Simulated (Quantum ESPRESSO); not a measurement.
# MgO (Fm-3m) in Quantum ESPRESSO: settings compared, part 3 of 4

Quantum ESPRESSO 7.5.

## Step 5: Phonons, WC

pw.in

```
&CONTROL
  calculation = 'scf'
  prefix = 'pwscf'
  outdir = './tmp'
  pseudo_dir = './pseudo'
  tprnfor = .true.
  tstress = .true.
  disk_io = 'low'
/
&SYSTEM
  ibrav = 0
  nat = 2
  ntyp = 2
  ecutwfc = 84
  nbnd = 14
  input_dft = 'wc'
  occupations = 'smearing'
  smearing = 'fd'
  degauss = 0.00367493
/
&ELECTRONS
  conv_thr = 4d-10
  electron_maxstep = 120
  mixing_beta = 0.5
/
ATOMIC_SPECIES
Mg    24.3050 Mg.upf
O     15.9990 O.upf
CELL_PARAMETERS angstrom
   0.0000000000    2.0970013927    2.0970013927
   2.0970013927    0.0000000000    2.0970013927
   2.0970013927    2.0970013927    0.0000000000
ATOMIC_POSITIONS angstrom
Mg     0.0000000000    0.0000000000    0.0000000000
O      2.0970013927    2.0970013927    2.0970013927
K_POINTS automatic
6 6 6 1 1 1
```

relax.in

```
&CONTROL
  calculation = 'vc-relax'
  prefix = 'pwscf'
  outdir = './tmp'
  pseudo_dir = './pseudo'
  tprnfor = .true.
  tstress = .true.
  disk_io = 'low'
  nstep = 40
  forc_conv_thr = 0.0001
  etot_conv_thr = 1d-06
/
&SYSTEM
  ibrav = 0
  nat = 2
  ntyp = 2
  ecutwfc = 84
  nbnd = 14
  input_dft = 'wc'
  occupations = 'smearing'
  smearing = 'fd'
  degauss = 0.00367493
/
&ELECTRONS
  conv_thr = 4d-10
  electron_maxstep = 120
  mixing_beta = 0.5
/
&IONS
  ion_dynamics = 'bfgs'
/
&CELL
  cell_dynamics = 'bfgs'
  press = 0
  press_conv_thr = 0.2
/
ATOMIC_SPECIES
Mg    24.3050 Mg.upf
O     15.9990 O.upf
CELL_PARAMETERS angstrom
   0.0000000000    2.0970013927    2.0970013927
   2.0970013927    0.0000000000    2.0970013927
   2.0970013927    2.0970013927    0.0000000000
ATOMIC_POSITIONS angstrom
Mg     0.0000000000    0.0000000000    0.0000000000
O      2.0970013927    2.0970013927    2.0970013927
K_POINTS automatic
6 6 6 1 1 1
```

scf2.in

```
&CONTROL
  calculation = 'scf'
  prefix = 'pwscf'
  outdir = './tmp'
  pseudo_dir = './pseudo'
  tprnfor = .true.
  tstress = .true.
  disk_io = 'low'
/
&SYSTEM
  ibrav = 0
  nat = 2
  ntyp = 2
  ecutwfc = 84
  nbnd = 14
  input_dft = 'wc'
  occupations = 'fixed'
/
&ELECTRONS
  conv_thr = 1d-13
  electron_maxstep = 120
  mixing_beta = 0.5
  startingpot = 'file'
  startingwfc = 'file'
/
ATOMIC_SPECIES
Mg    24.3050 Mg.upf
O     15.9990 O.upf
CELL_PARAMETERS angstrom
   0.0000000000    2.1102640795    2.1102640795
   2.1102640795    0.0000000000    2.1102640795
   2.1102640795    2.1102640795    0.0000000000
ATOMIC_POSITIONS angstrom
Mg     0.0000000000    0.0000000000    0.0000000000
O      2.1102640795    2.1102640795    2.1102640795
K_POINTS automatic
6 6 6 1 1 1
```

ph.in

```
phonons of MgO
&INPUTPH
  prefix = 'pwscf'
  outdir = './tmp'
  tr2_ph = 1d-18
  fildyn = 'dyn'
  niter_ph = 90
  alpha_mix(1) = 0.7
  epsil = .true.
/
0.0000000000 0.0000000000 0.0000000000
```

dynmat.in

```
&INPUT
  fildyn = 'dyn'
  asr = 'crystal'
  lperm = .true.
  filout = 'dynmat.disp'
  fileig = 'dynmat.eig'
/
```

dynmat_lo.in

```
&INPUT
  fildyn = 'dyn'
  asr = 'crystal'
  filout = 'dynmat_lo.disp'
  fileig = 'dynmat_lo.eig'
  q(1) = 0
  q(2) = 0
  q(3) = 1
/
```

Potentials or basis: PseudoDojo 0.4.1 SR PBE standard.

Started as:

```
$ OMP_NUM_THREADS=1 pw.x -in pw.in > pw.out
$ OMP_NUM_THREADS=1 pw.x -in relax.in > relax.out
$ OMP_NUM_THREADS=1 pw.x -in scf2.in > scf2.out
$ OMP_NUM_THREADS=1 ph.x -in ph.in > ph.out
$ OMP_NUM_THREADS=1 dynmat.x -in dynmat.in > dynmat.out
$ OMP_NUM_THREADS=1 dynmat.x -in dynmat_lo.in > dynmat_lo.out
```

pw.out:

```text
This program is part of the open-source Quantum ESPRESSO suite
     for quantum simulation of materials; please cite
         "P. Giannozzi et al., J. Phys.:Condens. Matter 21 395502 (2009);
         "P. Giannozzi et al., J. Phys.:Condens. Matter 29 465901 (2017);
         "P. Giannozzi et al., J. Chem. Phys. 152 154105 (2020);
     in publications or presentations arising from this work. More details at

     IMPORTANT: XC functional enforced from input :
     Exchange-correlation= WC
                           (   1   4  11   4   0   0   0)
     Any further DFT definition will be discarded
     Please, verify this is what you really want

     Message from routine setup:
     using ibrav=0 with symmetry is DISCOURAGED, use correct ibrav instead

     G-vector sticks info
     --------------------
     sticks:   dense  smooth     PW     G-vecs:    dense   smooth      PW
     Sum         733     733    223                12939    12939    2229

     Using Slab Decomposition

     bravais-lattice index     =            0
     lattice parameter (alat)  =       5.6042  a.u.
     unit-cell volume          =     124.4580 (a.u.)^3
     number of atoms/cell      =            2
     number of atomic types    =            2
     number of electrons       =        16.00
     number of Kohn-Sham states=           14
     kinetic-energy cutoff     =      84.0000  Ry
     charge density cutoff     =     336.0000  Ry
     scf convergence threshold =      4.0E-10
     mixing beta               =       0.5000
     number of iterations used =            8  plain     mixing
     Exchange-correlation= WC
                           (   1   4  11   4   0   0   0)

     celldm(1)=   5.604187  celldm(2)=   0.000000  celldm(3)=   0.000000
     celldm(4)=   0.000000  celldm(5)=   0.000000  celldm(6)=   0.000000

     crystal axes: (cart. coord. in units of alat)
               a(1) = (   0.000000   0.707107   0.707107 )
               a(2) = (   0.707107   0.000000   0.707107 )
               a(3) = (   0.707107   0.707107   0.000000 )

     reciprocal axes: (cart. coord. in units 2 pi/alat)
               b(1) = ( -0.707107  0.707107  0.707107 )
               b(2) = (  0.707107 -0.707107  0.707107 )
               b(3) = (  0.707107  0.707107 -0.707107 )

     PseudoPot. # 1 for Mg read from file:
     Mg.upf
     Pseudo is Norm-conserving, Zval = 10.0
     Generated using ONCVPSP code by D. R. Hamann
     Using radial grid of 1510 points,  4 beta functions with:
                l(1) =   0
                l(2) =   0
                l(3) =   1
                l(4) =   1

     PseudoPot. # 2 for O  read from file:
     O.upf
     Pseudo is Norm-conserving + core correction, Zval =  6.0
     Generated using ONCVPSP code by D. R. Hamann
     Using radial grid of  936 points,  5 beta functions with:
                l(1) =   0
                l(2) =   0
                l(3) =   1
                l(4) =   1
                l(5) =   2

     atomic species   valence    mass     pseudopotential
     Mg               10.00    24.30500     Mg( 1.00)
     O                 6.00    15.99900     O ( 1.00)

     48 Sym. Ops., with inversion, found

   Cartesian axes

     site n.     atom                  positions (alat units)
         1        Mg     tau(   1) = (   0.0000000   0.0000000   0.0000000  )
         2        O      tau(   2) = (   0.7071068   0.7071068   0.7071068  )

     number of k points=    28  Fermi-Dirac smearing, width (Ry)=  0.0037
                       cart. coord. in units 2pi/alat
        k(    1) = (   0.0589256   0.0589256   0.0589256), wk =   0.0185185
        k(    2) = (   0.1767767   0.1767767  -0.0589256), wk =   0.0555556
        k(    3) = (   0.2946278   0.2946278  -0.1767767), wk =   0.0555556
        k(    4) = (  -0.2946278  -0.2946278   0.4124790), wk =   0.0555556
        k(    5) = (  -0.1767767  -0.1767767   0.2946278), wk =   0.0555556
        k(    6) = (  -0.0589256  -0.0589256   0.1767767), wk =   0.0555556
[... 20 lines left out ...]
        k(   27) = (   0.2946278   0.2946278   0.2946278), wk =   0.0185185
        k(   28) = (  -0.2946278  -0.2946278   0.8838835), wk =   0.0555556

     Dense  grid:    12939 G-vectors     FFT dimensions: (  36,  36,  36)

     Initial potential from superposition of free atoms

     starting charge      15.9992, renormalised to      16.0000
     Starting wfcs are    9 randomized atomic wfcs +    5 random wfcs

     Self-consistent Calculation

     iteration #  1     ecut=    84.00 Ry     beta= 0.50
     Davidson diagonalization with overlap
     ethr =  1.00E-02,  avg # of iterations =  4.9

     total energy              =    -151.79868195 Ry
     estimated scf accuracy    <       0.34541224 Ry
[... 50 lines left out ...]
     iteration #  9     ecut=    84.00 Ry     beta= 0.50
     Davidson diagonalization with overlap
     ethr =  3.74E-12,  avg # of iterations =  1.3

     End of self-consistent calculation

          k = 0.0589 0.0589 0.0589 (  1624 PWs)   bands (ev):

   -63.9853 -30.7012 -30.6955 -30.6955  -9.0944   7.6168   8.0465   8.0465
    13.3251  22.9727  24.1510  24.1510  29.0430  29.2563
[... 73 lines left out ...]
   -63.9737 -30.7709 -30.7279 -30.7243  -7.5900   4.0478   6.5328   6.7686
    17.4172  18.3633  21.1523  26.9583  26.9945  34.2305

          k =-0.5303 0.1768-0.0589 (  1628 PWs)   bands (ev):

   -63.9750 -30.7637 -30.7278 -30.7184  -7.7308   4.3603   6.3121   6.8879
    18.1250  18.8532  21.3452  25.7393  27.2854  32.8817

          k =-0.4125 0.0589 0.0589 (  1623 PWs)   bands (ev):
[... 51 lines left out ...]
   -63.9757 -30.7779 -30.7201 -30.7075  -7.7192   3.7997   6.4883   7.3019
    17.1301  20.5021  22.3650  25.1203  28.9543  30.6469

     the Fermi energy is    10.5479 ev

!    total energy              =    -151.90159691 Ry
     estimated scf accuracy    <          1.1E-11 Ry
     smearing contrib. (-TS)   =       0.00000000 Ry
     internal energy E=F+TS    =    -151.90159691 Ry

     The total energy is F=E-TS. E is the sum of the following terms:
     one-electron contribution =     -73.64281496 Ry
     hartree contribution      =      41.19239900 Ry
     xc contribution           =     -24.27641527 Ry
     ewald contribution        =     -95.17476569 Ry

     convergence has been achieved in   9 iterations

     Forces acting on atoms (cartesian axes, Ry/au):

     atom    1 type  1   force =     0.00000000    0.00000000    0.00000000
     atom    2 type  2   force =     0.00000000    0.00000000    0.00000000

     Total force =     0.000000     Total SCF correction =     0.000000

     Computing stress (Cartesian axis) and pressure

          total   stress  (Ry/bohr**3)                   (kbar)     P=       31.28
   0.00021263  -0.00000000  -0.00000000           31.28       -0.00       -0.00
  -0.00000000   0.00021263  -0.00000000           -0.00       31.28       -0.00
  -0.00000000  -0.00000000   0.00021263           -0.00       -0.00       31.28

=------------------------------------------------------------------------------=
   JOB DONE.
=------------------------------------------------------------------------------=
```

relax.out:

```text
This program is part of the open-source Quantum ESPRESSO suite
     for quantum simulation of materials; please cite
         "P. Giannozzi et al., J. Phys.:Condens. Matter 21 395502 (2009);
         "P. Giannozzi et al., J. Phys.:Condens. Matter 29 465901 (2017);
         "P. Giannozzi et al., J. Chem. Phys. 152 154105 (2020);
[... 1430 lines left out ...]
  -0.00000000   0.00000374  -0.00000000           -0.00        0.55       -0.00
  -0.00000000  -0.00000000   0.00000374           -0.00       -0.00        0.55

=------------------------------------------------------------------------------=
   JOB DONE.
=------------------------------------------------------------------------------=
```

It took 4.1 min on 1 thread of Arm Neoverse V1, shared host; peak memory 0.06 GiB.

What came out:

```
Free energy                                             : -2066.7302 eV
Relaxed volume                                          : 9.40 Å³/atom
Relaxed cell                                            : a = 2.984 Å, b = 2.984 Å, c = 2.984 Å, α = 60.00°, β = 60.00°, γ = 60.00°
Space group after relaxing (to 0.05 Å)                  : Fm-3m (No. 225)
Pressure after relaxing                                 : 0.1 GPa
Electronic dielectric tensor (diagonal)                 : 3.24
Born charges (mean of the diagonal)                     : Mg +1.99; O -1.99 e
Highest phonon frequency at Γ, LO-TO splitting left out : 387 cm⁻¹
Static dielectric tensor (diagonal)                     : 10.34
```

The path:
| step | energy change (eV) | largest force (eV/Å) | pressure (GPa) | volume (Å³) |
| --- | --- | --- | --- | --- |
| 1 | 0.0000 | 0.0000 | 3.13 | 18.44 |
| 2 | -0.0033 | 0.0000 | 0.49 | 18.74 |
| 3 | -0.0034 | 0.0000 | 0.01 | 18.79 |
| 4 | -0.0034 | 0.0000 | 0.00 | 18.79 |

Final structure:
```
Mg O
1.0
     0.00000    2.11026    2.11026
     2.11026    0.00000    2.11026
     2.11026    2.11026    0.00000
Mg O
1 1
Direct
  0.00000 0.00000 0.00000
  0.50000 0.50000 0.50000
```

Phonon frequencies in cm⁻¹ (negative: imaginary):
| q point | frequencies |
| --- | --- |
| (0.000, 0.000, 0.000) | 52 52 52 387 387 387 |

Electronic dielectric tensor:
```
3.24 0.00 0.00
0.00 3.24 0.00
0.00 0.00 3.24
```

Born effective charge tensors (e):
atom 1, Mg
```
1.99 0.00 0.00
0.00 1.99 0.00
0.00 0.00 1.99
```
atom 2, O
```
-1.99  0.00  0.00
 0.00 -1.99  0.00
 0.00  0.00 -1.99
```

Optical modes at Γ, degenerate ones joined, polar ones without the macroscopic field:
```csv
cm⁻¹,components,symmetry,active in,"IR intensity, summed ((D/Å)²/amu)"
388,3,T1u,IR,28.32
```

Zone-centre frequencies without and with the macroscopic field along z (cm⁻¹):
|  | optical modes in rising order |
| --- | --- |
| without | 388 388 388 |
| with the field | 388 388 694 |

Static dielectric tensor, electrons and zone-centre modes:
```
10.34  0.00  0.00
 0.00 10.34  0.00
 0.00  0.00 10.34
```

Caveat: the potentials were made for another functional, which shifts forces and pressure; before the sum rule the acoustic modes lie tens of cm⁻¹ from zero, a sign that the density grid also shifts the optical modes.

(Part 3 of 4 ends here.)
